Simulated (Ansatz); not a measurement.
**Group exchange: CH4O + C3H7FO → HOF + C4H10O**

Species: CH4O `CO`, singlet; C3H7FO `CCOCF`, singlet; HOF (hypofluorous acid) `OF`, singlet; C4H10O (diethyl ether) `CCOCC`, singlet. The partners trade CH3 for F: O–CH3 and C–F bonds give way to O–F and C–CH3.

Shapes, held fixed at every level: PBE0-D4/def2-TZVP. Flexible molecules stand in one conformer, not always the lowest. Programs: Ansatz 0.2.0. The zero-point and thermal change to 298 K, harmonic and unscaled (PBE0-D4/def2-TZVP), is -5.1 kJ/mol.

```tsv
level	kind	ΔH(298 K) (kJ/mol)	less CCSD(T)/CBS estimate
HF/def2-SVP	Hartree–Fock	+355.3	+45.3
HF/def2-TZVPP	Hartree–Fock	+352.2	+42.2
PBE-D4/def2-TZVPP	GGA	+286.8	-23.2
BHLYP-D4/def2-TZVPP	global hybrid	+324.0	+14.0
MP2/def2-TZVPP	perturbation theory	+320.6	+10.6
CCSD(T)/def2-SVP	coupled cluster or CI	+300.2	-9.8
CCSD/def2-TZVPP	coupled cluster or CI	+313.3	+3.3
CCSD(T)/CBS estimate	coupled cluster or CI	+310.0	0.0
```

The highest level, CCSD(T)/CBS estimate, gives ΔH(298 K) = +310.0 kJ/mol; the levels span +286.8 to +355.3. The column of differences is taken from that level and isn't an error. No measured value is set beside it here. The CBS estimate extrapolates MP2 from def2-TZVPP and def2-QZVPP and adds CCSD(T) − MP2 in the triple-zeta set, cores frozen.
